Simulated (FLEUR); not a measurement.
The system is Y.

```xyz
1
Lattice="0.0000 2.5520 2.5520 2.5520 0.0000 2.5520 2.5520 2.5520 0.0000" Properties=species:S:1:pos:R:3 pbc="T T T"
Y     0.0000    0.0000    0.0000
```

This isn't the form of Y at room conditions, which is hcp.

```yaml
Program: FLEUR MaX-R8.1 (later development tree)
Task: single point
Functional: PBE
Potentials_or_basis: all-electron
Basis: FLAPW
Kmax: 3.8 1/bohr
k_mesh: 9 × 9 × 9
Occupations: fermi-dirac, width 0.05 eV
Spin: no spin polarisation
Gmax: 11.8 1/bohr
Muffin-tin_radii: Y 2.66 bohr
lmax: Y 11
Local_orbitals_a_species: Y 5
Max_iterations: 60
Mixing_factor: 0.05
Mixer: Anderson
Mixer_history: 15
Density_convergence: 1e-05 me/bohr^3
```

On this cell: band gap on the k mesh none (metal or under the smearing width).

The same run follows on a disturbed copy (cell strained at random at fixed volume):

```
Y
1.0
     0.02633    2.56043    2.58486
     2.55941    0.04610    2.56509
     2.57995    2.56119    0.02557
Y
1
Cartesian
  0.0025 0.0344 0.0210
```

Problem. What changes?

Solution. The energy (extrapolated to zero smearing) moves by +2.2 meV/atom; band gap on the k mesh none (metal or under the smearing width).
